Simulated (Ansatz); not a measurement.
## KF (Carobbiite): optical spectrum from first principles

Aim: the dielectric function of KF (Carobbiite), and the optical constants that follow from it.

Program: Ansatz 0.2.0. Level of theory: DFT, PBE, plane-wave PAW, default files, scalar-relativistic, independent-particle optical response without local fields. Results are calculated unless marked as measured.

This is a report of a sequence of runs, with most program output left out.

### Step 1. The starting structure

It takes space group Fm-3m (No. 225, cubic). The conventional cell has a = 5.344 Å, b = 5.344 Å, c = 5.344 Å, α = 90.00°, β = 90.00°, γ = 90.00°. Nearest to K lie 6 F at 2.67 Å. Nearest to F lie 6 K at 2.67 Å. Farther neighbours and most contacts between anions are not listed.

### Step 2. Ground state and bands

First the ground state: is it a metal or has it a gap?

This step: DFT, PBE, plane-wave PAW, default files, scalar-relativistic, ground state (Ansatz 0.2.0).

The input, input.yaml:

```yaml
crystal:
  lattice:
    - [0.0, 2.67185, 2.67185]
    - [2.67185, 0.0, 2.67185]
    - [2.67185, 2.67185, 0.0]
  atoms:
    - { symbol: K, position: [0.0, 0.0, 0.0] }
    - { symbol: F, position: [0.5, 0.5, 0.5] }
kpoints:
  mp_grid: { grid: [7, 7, 7] }
  band_path:
    path:
      - [[0.0, 0.0, 0.0], [0.5, 0.0, 0.5], [0.5, 0.25, 0.75], [0.375, 0.375, 0.75], [0.0, 0.0, 0.0], [0.5, 0.5, 0.5], [0.625, 0.25, 0.625], [0.5, 0.25, 0.75], [0.5, 0.5, 0.5], [0.375, 0.375, 0.75]]
      - [[0.625, 0.25, 0.625], [0.5, 0.0, 0.5]]
    npoints: 6
scf:
  occupations: { method: fermi_dirac, width: 0.05 }
  n_extra_bands: 6
hamiltonian:
  xc: pbe
  pseudopotentials: { kind: paw }
output:
  forces: true
  stress: true
  populations: true
  write_bands: true
  write_density: true
  write_potential: true
  elf: true
  volumetric_format: npy
```

Launch:

```
$ ansatz run input.yaml --threads 4 --pin off --max-ram 8192MiB --backend cpu --events-out ev --progress --plain --runs-dir out
```

It took 0.52 s on 4 threads of Intel Xeon Platinum 8375C at 2.90GHz (Ice Lake), shared host; peak memory 0.35 GiB; 1.4 s of CPU time.

Numbers from this step:

* free energy: -2348.7960 eV
* Fermi energy: 4.650 eV
* gap by band count: 6.182 eV
* electrons: 16
* symmetry operations: 48
* pressure: 1.380 GPa
* gap on the k-mesh: 6.182 eV
* volume: 38.15 Å³
* gap on the path: 6.182 eV
* least direct gap on the path: 6.182 eV

There is a gap, 6.18 eV on the path, so no carriers' term is needed. The cell is left with a pressure of 1.4 GPa, as it stands unrelaxed at this level.

The electronic bands at the labelled points (eV, zero at the Fermi level; v1 is the highest filled band, c1 the lowest empty one):

| point | v3 | v2 | v1 | c1 | c2 | c3 | c4 |
| --- | --- | --- | --- | --- | --- | --- | --- |
| Γ | -3.19 | -3.19 | -3.19 | 2.99 | 7.49 | 7.49 | 7.49 |
| halfway | -3.67 | -3.24 | -3.24 | 4.80 | 5.99 | 8.92 | 8.92 |
| X | -3.40 | -3.25 | -3.25 | 5.03 | 7.12 | 8.62 | 10.31 |
| halfway | -3.42 | -3.39 | -3.28 | 5.45 | 7.53 | 7.86 | 10.29 |
| W | -3.59 | -3.35 | -3.35 | 6.55 | 6.55 | 8.00 | 10.15 |
| halfway | -3.56 | -3.37 | -3.36 | 5.99 | 7.20 | 7.93 | 10.23 |
| K | -3.53 | -3.38 | -3.38 | 5.77 | 7.54 | 7.88 | 10.31 |
| halfway | -3.73 | -3.46 | -3.27 | 5.04 | 6.64 | 8.43 | 8.52 |
| Γ | -3.19 | -3.19 | -3.19 | 2.99 | 7.49 | 7.49 | 7.49 |
| halfway | -3.62 | -3.37 | -3.37 | 4.50 | 6.90 | 8.20 | 8.20 |
| L | -3.98 | -3.54 | -3.54 | 5.89 | 7.42 | 8.85 | 8.85 |
| halfway | -3.80 | -3.49 | -3.46 | 6.12 | 7.04 | 8.57 | 9.28 |
| U | -3.53 | -3.38 | -3.38 | 5.77 | 7.54 | 7.88 | 10.31 |
| halfway | -3.56 | -3.37 | -3.36 | 5.99 | 7.20 | 7.93 | 10.23 |
| W | -3.59 | -3.35 | -3.35 | 6.55 | 6.55 | 8.00 | 10.15 |
| halfway | -3.76 | -3.47 | -3.44 | 6.22 | 6.91 | 8.47 | 9.47 |
| L | -3.98 | -3.54 | -3.54 | 5.89 | 7.42 | 8.85 | 8.85 |
| halfway | -3.80 | -3.49 | -3.46 | 6.12 | 7.04 | 8.57 | 9.28 |
| K | -3.53 | -3.38 | -3.38 | 5.77 | 7.54 | 7.88 | 10.31 |
| jump to U | -3.53 | -3.38 | -3.38 | 5.77 | 7.54 | 7.88 | 10.31 |
| halfway | -3.40 | -3.33 | -3.29 | 5.24 | 7.35 | 8.22 | 10.32 |
| X | -3.40 | -3.25 | -3.25 | 5.03 | 7.12 | 8.62 | 10.31 |

Valence density in the ac plane of the conventional cell at fractional y = 0.000, with atoms of K and F within 0.2 Å of it. It is the smooth field of the valence electrons, not physical close to the nuclei.

Values in e/Å³, 15 rows by 15 columns, each cell a mean:
```
 4  3  1  0  0  1  4  9  6  1  0  0  0  2  4
 2  1  0  0  0  0  1  2  2  1  0  0  0  1  2
 1  0  0  0  0  0  0  0  0  0  0  0  0  0  0
 0  0  0  0  0  0  0  0  0  0  0  0  0  0  0
 0  0  0  0  0  0  0  1  0  0  0  0  0  0  0
 2  1  0  0  0  0  1  2  2  1  0  0  0  1  1
 8  3  1  0  0  1  3  4  4  2  0  0  0  2  6
12  5  1  0  0  1  3  4  4  2  1  0  0  2  9
 5  2  0  0  0  1  2  3  3  1  0  0  0  1  4
 1  0  0  0  0  0  1  1  1  0  0  0  0  0  1
 0  0  0  0  0  0  0  0  0  0  0  0  0  0  0
 0  0  0  0  0  0  0  0  0  0  0  0  0  0  0
 1  1  0  0  0  0  0  1  1  0  0  0  0  0  1
 3  2  1  0  0  0  2  5  3  1  0  0  0  1  3
 4  3  1  0  0  1  5 12  8  2  0  0  1  2  4
```

ELF in the ac plane of the conventional cell at fractional y = 0.000, with atoms of K and F within 0.2 Å of it. It is the smooth field of the valence electrons, not physical close to the nuclei.

Ten even steps from '0' (0.01) to '9' (0.86), each cell a mean:
```
898217978841699
997115898730489
652002444310146
100000011000001
432002566410134
885117999840378
797128989961488
697139978961497
996128999950489
764015898720257
210001232100011
320000111100012
984004677520278
998216999830599
799327967841698
```

### Step 3. Spectrum

With the density converged, the vertical transitions are summed over the zone.

This step: DFT, PBE, plane-wave PAW, default files, scalar-relativistic, independent-particle optical response without local fields (Ansatz 0.2.0).

input.yaml, the sections that differ from step 2:

```yaml
kpoints:
  mp_grid: { grid: [7, 7, 7] }
scf:
  occupations: { method: fixed }
output:
  optics:
    e_range: [0, 20]
    de: 0.05
    sigma: 0.1
    nscf_kmesh: { grid: [8, 8, 8] }
    bands: { spectra_wanted_up_to: 20 }
# crystal, hamiltonian: as in step 2
```

Wall time 2.4 s (4 threads); peak memory 0.57 GiB; 7.6 s of CPU time.

Numbers from this step:

* electronic dielectric constant ε∞, mean over x, y and z (by symmetry where fewer were run): 2.105
* absorption onset, first axis (α over 10⁴ cm⁻¹, or the direct gap if that lies higher): 6.181 eV
* main peak of Im epsilon, first axis: 18.78 eV
* least direct gap on the mesh: 6.181 eV
* bands summed: 25
* spectra valid up to: 28.13 eV
* program's estimate of the k-sum error in Im epsilon: 0.1 %
* electrons in the f-sum: 9.091

The Im ε, any direction has structure finer than the step of the table below, so its rows give means over 0.5 eV, whole bins alone (the curve runs from 0 to 20 eV). Peaks (eV: height): 10.40: 2.06, 11.80: 1.67, 13.55: 1.42, 15.05: 1.10, 15.90: 0.826, 18.80: 3.30.

Table of Im ε, any direction by photon energy; means over each step:

| photon energy (eV) | Im ε, any direction |
| --- | --- |
| 5.5 | 0 |
| 6.0 | 0.0182 |
| 6.5 | 0.267 |
| 7.0 | 0.412 |
| 7.5 | 0.494 |
| 8.0 | 0.564 |
| 8.5 | 0.870 |
| 9.0 | 1.14 |
| 9.5 | 1.38 |
| 10.0 | 1.61 |
| 10.5 | 1.68 |
| 11.0 | 0.502 |
| 11.5 | 1.22 |
| 12.0 | 1.25 |
| 12.5 | 0.793 |
| 13.0 | 1.01 |
| 13.5 | 1.20 |
| 14.0 | 0.737 |
| 14.5 | 0.237 |
| 15.0 | 0.733 |
| 15.5 | 0.573 |
| 16.0 | 0.756 |
| 16.5 | 0.437 |
| 17.0 | 0.411 |
| 17.5 | 0.469 |
| 18.0 | 1.12 |
| 18.5 | 2.49 |
| 19.0 | 2.63 |
| 19.5 | 2.14 |

Re ε, any direction against photon energy:

| photon energy (eV) | Re ε, any direction |
| --- | --- |
| 0 | 2.11 |
| 1 | 2.11 |
| 2 | 2.13 |
| 3 | 2.17 |
| 4 | 2.23 |
| 5 | 2.33 |
| 6 | 2.57 |
| 7 | 2.68 |
| 8 | 2.73 |
| 9 | 2.70 |
| 10 | 2.22 |
| 11 | 1.53 |
| 12 | 1.19 |
| 13 | 1.75 |
| 14 | 1.20 |
| 15 | 1.96 |
| 16 | 1.73 |
| 17 | 2.19 |
| 18 | 3.29 |
| 19 | 1.19 |
| 20 | 1.03 |

The refractive index n and extinction k by photon energy:

| photon energy (eV) | n | k |
| --- | --- | --- |
| 0.0 | 1.45 | 0 |
| 0.5 | 1.45 | 0 |
| 1.0 | 1.45 | 0 |
| 1.5 | 1.46 | 0 |
| 2.0 | 1.46 | 0 |
| 2.5 | 1.47 | 0 |
| 3.0 | 1.47 | 0 |
| 3.5 | 1.48 | 0 |
| 4.0 | 1.49 | 0 |
| 4.5 | 1.51 | 0 |
| 5.0 | 1.53 | 0 |
| 5.5 | 1.55 | 0 |
| 6.0 | 1.60 | 1.1e-4 |
| 6.5 | 1.65 | 0.0843 |
| 7.0 | 1.64 | 0.126 |
| 7.5 | 1.64 | 0.151 |
| 8.0 | 1.66 | 0.168 |
| 8.5 | 1.71 | 0.260 |
| 9.0 | 1.68 | 0.341 |
| 9.5 | 1.66 | 0.420 |
| 10.0 | 1.58 | 0.519 |
| 10.5 | 1.31 | 0.707 |
| 11.0 | 1.24 | 0.132 |
| 11.5 | 1.56 | 0.409 |
| 12.0 | 1.22 | 0.534 |
| 12.5 | 1.37 | 0.295 |
| 13.0 | 1.37 | 0.368 |
| 13.5 | 1.36 | 0.514 |
| 14.0 | 1.16 | 0.364 |
| 14.5 | 1.25 | 0.0798 |
| 15.0 | 1.45 | 0.377 |
| 15.5 | 1.42 | 0.204 |
| 16.0 | 1.35 | 0.298 |
| 16.5 | 1.37 | 0.152 |
| 17.0 | 1.49 | 0.138 |
| 17.5 | 1.61 | 0.143 |
| 18.0 | 1.84 | 0.311 |
| 18.5 | 1.92 | 0.653 |
| 19.0 | 1.41 | 0.895 |
| 19.5 | 1.30 | 0.870 |
| 20.0 | 1.09 | 0.384 |

Values under 1 per cm are given as 1. Absorption coefficient, any direction against photon energy:

| photon energy (eV) | absorption coefficient, any direction (1/cm) |
| --- | --- |
| 0.000 | 1 |
| 0.500 | 1 |
| 1.000 | 1 |
| 1.500 | 1 |
| 2.000 | 1 |
| 2.500 | 1 |
| 3.000 | 1 |
| 3.500 | 1 |
| 4.000 | 1 |
| 4.500 | 1 |
| 5.000 | 1 |
| 5.500 | 1 |
| 6.000 | 67.8 |
| 6.500 | 55533 |
| 7.000 | 89429 |
| 7.500 | 1.1e5 |
| 8.000 | 1.4e5 |
| 8.500 | 2.2e5 |
| 9.000 | 3.1e5 |
| 9.500 | 4.0e5 |
| 10.000 | 5.3e5 |
| 10.500 | 7.5e5 |
| 11.000 | 1.5e5 |
| 11.500 | 4.8e5 |
| 12.000 | 6.5e5 |
| 12.500 | 3.7e5 |
| 13.000 | 4.9e5 |
| 13.500 | 7.0e5 |
| 14.000 | 5.2e5 |
| 14.500 | 1.2e5 |
| 15.000 | 5.7e5 |
| 15.500 | 3.2e5 |
| 16.000 | 4.8e5 |
| 16.500 | 2.5e5 |
| 17.000 | 2.4e5 |
| 17.500 | 2.5e5 |
| 18.000 | 5.7e5 |
| 18.500 | 1.2e6 |
| 19.000 | 1.7e6 |
| 19.500 | 1.7e6 |
| 20.000 | 7.8e5 |

The reflectivity at normal incidence, any direction has structure finer than the step of the table below, so its rows give means over 0.5 eV, whole bins alone (the curve runs from 0 to 20 eV). Peaks (eV: height): 10.40: 10.8, 11.80: 8.41, 13.55: 6.98, 15.00: 5.60, 18.80: 17.4, 19.45: 14.0.

Table of reflectivity at normal incidence, any direction by photon energy; means over each step:

| photon energy (eV) | reflectivity at normal incidence, any direction (%) |
| --- | --- |
| 0.5 | 3.39 |
| 1.0 | 3.41 |
| 1.5 | 3.45 |
| 2.0 | 3.50 |
| 2.5 | 3.57 |
| 3.0 | 3.66 |
| 3.5 | 3.77 |
| 4.0 | 3.92 |
| 4.5 | 4.11 |
| 5.0 | 4.36 |
| 5.5 | 4.73 |
| 6.0 | 5.47 |
| 6.5 | 6.13 |
| 7.0 | 6.11 |
| 7.5 | 6.21 |
| 8.0 | 6.62 |
| 8.5 | 7.69 |
| 9.0 | 7.92 |
| 9.5 | 8.27 |
| 10.0 | 8.70 |
| 10.5 | 8.87 |
| 11.0 | 2.78 |
| 11.5 | 7.04 |
| 12.0 | 5.95 |
| 12.5 | 3.74 |
| 13.0 | 4.79 |
| 13.5 | 5.73 |
| 14.0 | 2.70 |
| 14.5 | 1.60 |
| 15.0 | 4.10 |
| 15.5 | 3.47 |
| 16.0 | 3.63 |
| 16.5 | 2.87 |
| 17.0 | 4.13 |
| 17.5 | 5.95 |
| 18.0 | 9.76 |
| 18.5 | 14.2 |
| 19.0 | 14.6 |
| 19.5 | 13.2 |

At chosen wavelengths:

| wavelength (nm) | n | k | R (%) | 1/α |
| --- | --- | --- | --- | --- |
| 1550 | 1.45 | 0.000 | 3.4 | over 1 mm |
| 800 | 1.46 | 0.000 | 3.5 | over 1 mm |
| 633 | 1.46 | 0.000 | 3.5 | over 1 mm |
| 450 | 1.47 | 0.000 | 3.6 | over 1 mm |
| 365 | 1.48 | 0.000 | 3.7 | over 1 mm |
| 248 | 1.53 | 0.000 | 4.4 | over 1 mm |
| 193 | 1.65 | 0.074 | 6.1 | 208 nm |

Rows near the edge hang on the gap, which this functional as a rule makes too small, and phonon-assisted absorption is left out.

Through 1 µm of it, D65 light comes out colourless (x = 0.313, y = 0.329; 93 % transmitted).

The f-sum over the summed bands holds 9.1 of the cell's 16 electrons outside the frozen cores, 10 of which lie in bands more than 12 eV below the Fermi level, whose transitions come at higher energies. Up to 20 eV the strength has a mean oscillator energy of 13.4 eV, and these transitions give 63 % of ε∞ − 1 along x; the rest comes from higher ones.

### Step 4. Static response with local fields

Perturbation theory gives the static response with local fields and the functional's kernel, and it needs no empty bands.

This step: DFT, PBE, plane-wave PAW, default files, scalar-relativistic, static field response by perturbation theory with local fields (Ansatz 0.2.0).

input.yaml, the sections that differ from step 3:

```yaml
dielectric: {}
# crystal, kpoints, scf, hamiltonian: as in step 3
# output: removed
```

Elapsed: 1.4 s, on 4 threads; peak memory 0.37 GiB.

Numbers from this step:

* electronic dielectric constant ε∞, mean over x, y and z (by symmetry where fewer were run): 1.986

ε∞ with local fields:

```
1.99 0.00 0.00
0.00 1.99 0.00
0.00 0.00 1.99
```

Diagonal elements. Born, by row:

| atom | Z*xx (e) | Z*yy (e) | Z*zz (e) |
| --- | --- | --- | --- |
| K1 | 1.138 | 1.138 | 1.138 |
| F2 | -1.138 | -1.138 | -1.138 |

Mean Born charges are K +1.14 and F -1.14, against formal valences of +1 and -1. The largest lies a little above its ionic value.

### Step 5. Outcome

| Property | Result |
| --- | --- |
| gap on the path | 6.18 eV |
| least direct gap on the path | 6.18 eV |
| electronic dielectric constant ε∞, mean over x, y and z (by symmetry where fewer were run) (independent particles) | 2.11 |
| absorption onset, first axis (α over 10⁴ cm⁻¹, or the direct gap if that lies higher) | 6.18 eV |
| main peak of Im epsilon, first axis | 18.8 eV |
| electronic dielectric constant ε∞, mean over x, y and z (by symmetry where fewer were run) (static response with local fields) | 1.99 |

At this level (PBE, independent particles) KF has ε∞ = 2.11 (1.99 with local fields) and n = 1.45 at 1550 nm; absorption sets in near 6.2 eV, and Im ε peaks at 18.8 eV. The gap on the path is direct, 6.18 eV. Absorption passes 10⁴ cm⁻¹ from the direct gap on, 6.18 eV, in the ultraviolet, so the visible is passed. Distinct maxima of Im ε, read by a parabola through the highest points, lie at 10.40 eV (2.1), 11.82 eV (1.7), 18.78 eV (3.3) and 19.39 eV (2.4). The f-sum over the summed bands holds 9.1 of the cell's 16 electrons outside the frozen cores, 10 of which lie in bands more than 12 eV below the Fermi level, whose transitions come at higher energies. Up to 20 eV the strength has a mean oscillator energy of 13.4 eV, and these transitions give 63 % of ε∞ − 1 along x; the rest comes from higher ones. Through 1 µm of it, D65 light comes out colourless (x = 0.313, y = 0.329; 93 % transmitted). With local fields and the functional's kernel the static response is 1.99 against 2.11 for independent particles (-6 %). In the base spectrum excitons and phonon-assisted transitions are missing, and so are local fields; PBE gaps are as a rule too small, which pulls the onset down and ε∞ up. In the base run ε includes the program's bounded estimate of what the bands above those summed add.

[Logs are printed without paths, hosts, clocks, repeated set-up lines and the standing remarks that a program may print on its own settings, such as how far it seeks lower states.]

[Hosts, paths, dates, database ids (printed as entryN), source tags and the programs' standing remarks are cut or masked in the printed files.]
